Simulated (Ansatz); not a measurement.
# RbCl under changes of volume

One of the cells (35.094 Å³/atom); the others are scaled copies at fixed shape and fractional positions:

```xyz
2
Lattice="0.0000 3.2740 3.2740 3.2740 0.0000 3.2740 3.2740 3.2740 0.0000" Properties=species:S:1:pos:R:3 pbc="T T T"
Rb    0.0000    0.0000    0.0000
Cl    3.2740    3.2740    3.2740
```

```yaml
Program: Ansatz 0.2.0
Functional: LDA
Potentials_or_basis: all-electron LAPW, scalar-relativistic
Cutoff: 130 eV (chosen from the basis error)
Basis_error_allowed: 0.001 eV/atom
k_mesh: 7 × 7 × 7
Occupations: fermi-dirac, width 0.05 eV
Spin: no spin polarisation
```

```tsv
volume (Å³/atom)	energy over the lowest point (meV/atom)	pressure (GPa)	gap on the mesh (eV)
32.989	0.00	-0.4	4.79
33.690	2.46	-0.8	4.72
34.392	?	?	?
35.094	12.08	-1.4	4.60
35.796	18.83	-1.7	4.54
36.498	26.67	-1.9	4.48
37.200	35.45	-2.1	4.43
```

Task: What does the run at 34.392 Å³/atom give?

Result: Energy over the lowest point 6.55 meV/atom; pressure -1.1 GPa; gap on the mesh 4.66 eV.

Worked out: A Birch-Murnaghan fit of order 3 (a polynomial in V^(-2/3)) to the other rows has its minimum at 32.43 Å³/atom, just outside them, with B0 = V·E''(V) = 22 GPa and B' = 5.2. It gives 6.56 meV/atom at 34.392 Å³/atom, against the run's 6.55, and -dE/dV = -1.1 GPa, against -1.1. A straight line through the other rows of the gap, of slope -3 eV per unit of ln V (its deformation potential), gives 4.66 eV, against the run's 4.66.

Energies are extrapolated to zero smearing.

Caveats: an odd mesh through Γ misses points on the zone boundary, where band edges often lie (some runs). Spin-orbit coupling on Rb is left out.

The runs don't all hold the same shells in valence.
